**Silicon: which functional gave which gap?**

Six band gaps of one silicon crystal stand below without their labels, next to the six methods that produced them. The gap is the energy from the highest filled state to the lowest empty one, wherever in the band structure the two lie. The atoms sit in the same places in every run, so no gap has shifted because a method preferred a larger or smaller crystal. How many labels can the values alone restore?

Kohn–Sham DFT for silicon (Fd-3m, 2-atom cell) at fixed geometry, without spin polarization or spin–orbit coupling, with Fermi–Dirac smearing of 0.05 eV. The basis is given by the plane-wave cutoff energy or, for FLEUR, by Kmax in bohr⁻¹. Gaps are read along the band path, not on the k mesh. Candidates: revPBE, OLYP, HCTH407, r2SCAN0, LDA, BLYP.

```tsv
row	gap (eV)
A	1.976
B	0.815
C	0.490
D	0.805
E	0.928
F	0.635
```

**Row A.** Its gap is about twice the next largest, and only one candidate contains exact exchange: r2SCAN0, in which a quarter of the approximate exchange is replaced by the exact, unscreened form. The other five are semilocal: they build exchange and correlation from the density at each point and, except in LDA, from its gradient. A filled and an empty state then feel the same potential, and the gap comes out small.

The hydrogen atom shows what exact exchange changes. In LDA its single electron is partly repelled by its own charge, and the filled level lies only about half as deep as it should. Exact exchange removes this self-repulsion and lowers the filled level, while an empty level gets no such relief. In silicon the electrons are spread over many atoms and the gain comes from exchange among all filled states, so the analogy gives the direction of the effect and not its size.

The size follows from a short argument. If the orbitals hardly change, each orbital energy shifts in proportion to the fraction $a$ of exchange that is replaced, and so does the gap:

$$E_\text{hybrid} \approx (1-a)\,E_\text{semilocal} + a\,E_\text{HF}$$

Here $E_\text{HF}$ is the gap with full exact exchange, and $a = 1/4$ by the definition of the functional. I take the Hartree–Fock gap for it, roughly 6 eV for silicon as a recalled value, which neglects the semilocal correlation that the hybrid keeps. Even from the smallest gap on the list, row C, this gives $0.75 \times 0.490 + 0.25 \times 6 \approx 1.87$ eV. That is far above rows B to F, so A is r2SCAN0, and this assignment is sure.

**Rows C and F.** LDA is known to give silicon a gap of roughly 0.5 eV, which fits C and no other row. The widely used PBE functional gives roughly 0.6 eV, and revPBE is PBE with a stronger gradient dependence in its exchange. Its gap should lie slightly higher, which points to F. I call C sure and F fairly sure, since both rest on experience with these functionals and not on a derivation.

**Rows B, D and E.** BLYP, OLYP and HCTH407 remain. B and D differ by only 0.01 eV, less than a change of potentials or basis could cause. BLYP and OLYP share the same correlation part, so the close pair may well be these two, which leaves E for HCTH407. That is a guess from family likeness, and it doesn't say which of B and D is which.

The same runs offer a second clue, the smallest direct gap, where the electron keeps its wave vector. It is 2.59 eV for D and 2.61 eV for E, but 2.69 eV for B. The exchange parts of OLYP and HCTH407 are known to behave alike, which would make B the odd one out and hence BLYP. This clue is also a guess, and it relies on a different likeness from the first, so I enter B, D and E as a leaning only.

The rows with their labels:

```tsv
method	rung	program	potentials	basis	k mesh	gap (eV)
LDA	LDA	ABINIT	JTH PAW LDA v2.0	408 eV	8x8x8 2-atom cell	0.490
BLYP	GGA	FLEUR	all electron	4.76 Kmax	8x8x8 2-atom cell	0.815
HCTH407	GGA	ABINIT	PseudoDojo NC SR PBE v0.4.1 standard	490 eV	8x8x8 2-atom cell	0.928
OLYP	GGA	ABINIT	JTH PAW PBE v2.0	408 eV	8x8x8 2-atom cell	0.805
PBEsol	GGA	FLEUR	all electron	4.03 Kmax	8x8x8 2-atom cell	0.481
SOGGA	GGA	GPAW	PAW data sets made by gpaw setup for the functional	600 eV	8x8x8 2-atom cell	0.473
revPBE	GGA	FLEUR	all electron	4.03 Kmax	8x8x8 2-atom cell	0.635
MS2	meta-GGA	GPAW	GPAW PAW data sets (gpaw data 1.2.1)	600 eV	8x8x8 2-atom cell	1.074
SCAN	meta-GGA	ABINIT	JTH PAW PBE v2.0	490 eV	8x8x8 2-atom cell	0.834
r2SCAN	meta-GGA	ABINIT	JTH PAW PBE v2.0	490 eV	8x8x8 2-atom cell	0.780
r2SCAN0	hybrid	Ansatz	Ansatz PAW	500 eV	4x4x4 2-atom cell	1.976
```

All six assignments hold; the other five rows are further functionals run on the same crystal. The labels don't make the last clue any stronger, though. BLYP was run with all electrons, whereas OLYP and HCTH407 used potentials made for PBE. The difference of 0.1 eV in the direct gap may therefore belong partly to the potentials.

The step to revPBE has better support. PBEsol, a relative with a weaker gradient dependence, was run in the same program with the same settings, and its gap is 0.154 eV smaller than that of revPBE. A gradient correction doesn't widen the gap by its mere presence, however: PBEsol and SOGGA lie so close to LDA that runs in different programs can't rank the three. Had they been among the candidates, row C would have been ambiguous.

The direct gaps also show that the two kinds of correction act differently. From LDA to HCTH407 the gap grows by 0.44 eV and the direct gap by only 0.08 eV. Those two runs also differ in their potentials, but PBEsol and revPBE, which were run alike, show the same pattern with 0.15 against 0.05 eV. Both gaps start from the same valence top, so it is mainly the conduction minimum, near the point X, that has moved up. One possible reason, untested here, is that states near X reach further into the open channels of the diamond lattice, where the density is low and gradient terms weigh more. From r2SCAN to r2SCAN0, by contrast, the gap grows by 1.20 eV and the direct gap by 1.34 eV, as expected if exact exchange pushes filled and empty states apart throughout the bands. Such a pattern doesn't prove exact exchange, however: from LDA to MS2, a meta-GGA without any, the gap grows by 0.58 eV and the direct gap by 0.72 eV, though program and potentials change there too.

With the proper starting point, r2SCAN at 0.780 eV, the formula gives 2.09 eV for r2SCAN0, against 1.98 eV computed. The estimate is about 5.5% too high. Neither of its constants was adjusted to this table, but an error of half an electronvolt in the recalled Hartree–Fock gap would alone shift the result by 0.13 eV. The agreement thus supports the size of the effect and not its second digit.

How much such differences matter depends on what the gap is used for. The intrinsic carrier density, for example, depends on the gap as $\exp(-E_\text{gap}/2kT)$, with $k$ the Boltzmann constant and $T$ the temperature. Up to room temperature the measured gap lies between 1.1 and 1.2 eV, and LDA and r2SCAN0 both miss it by more than half an electronvolt. At 300 K this shifts the density by several powers of ten, upward with LDA and downward with r2SCAN0, whereas confusing BLYP with OLYP would change it by only about 20%.

The values identify the hybrid, but they don't separate the two levels below it. The gaps of the gradient-corrected functionals (GGA) reach up to 0.928 eV, while those of the meta-GGAs, which also use the orbitals' kinetic energy density, begin at 0.780 eV. The hybrid stands clear of both, yet the exact height of its step is unsettled: r2SCAN0 was run with a coarser k mesh than r2SCAN, in another program and with other potentials, and exact exchange converges slowly with the mesh. How much of the 1.2 eV between the two would remain if both were run with the same settings?
